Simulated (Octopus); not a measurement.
## Bi in Octopus: the effect of potentials

Crystal: Bi.

```
CELL_PARAMETERS angstrom
2.26750 1.30914 3.93800
-2.26750 1.30914 3.93800
0.00000 -2.61828 3.93800
ATOMIC_POSITIONS crystal
Bi 0.76600 0.76600 0.76600
Bi 0.23400 0.23400 0.23400
```

Alike in all runs:

| Quantity | Value |
| --- | --- |
| Program | Octopus 16.4 |
| Task | single point |
| Functional | PBE |
| Grid spacing | 0.163 Å |
| k mesh | 6 × 6 × 6 |
| Occupations | fermi-dirac, width 0.05 eV |
| Spin | no spin polarisation |

One run gave: largest force 0.26 eV/Å. Which potentials did it use?
A. hgh_lda (LDA)
B. pseudodojo_lda (PseudoDojo 0.4, LDA)
C. sg15 (PBE)
D. pseudodojo_pbesol (PseudoDojo 0.4, PBEsol)

A.

```csv
potentials,largest force (eV/Å)
sg15 (PBE),0.16
"pseudodojo_pbesol (PseudoDojo 0.4, PBEsol)",0.14
"pseudodojo_lda (PseudoDojo 0.4, LDA)",0.14
hgh_lda (LDA),0.26
```

Caveats: the potentials were made for another functional, which shifts forces and pressure (some runs); this is an older set of potentials, less accurate than current ones (some runs).

The runs don't all hold the same shells in valence.
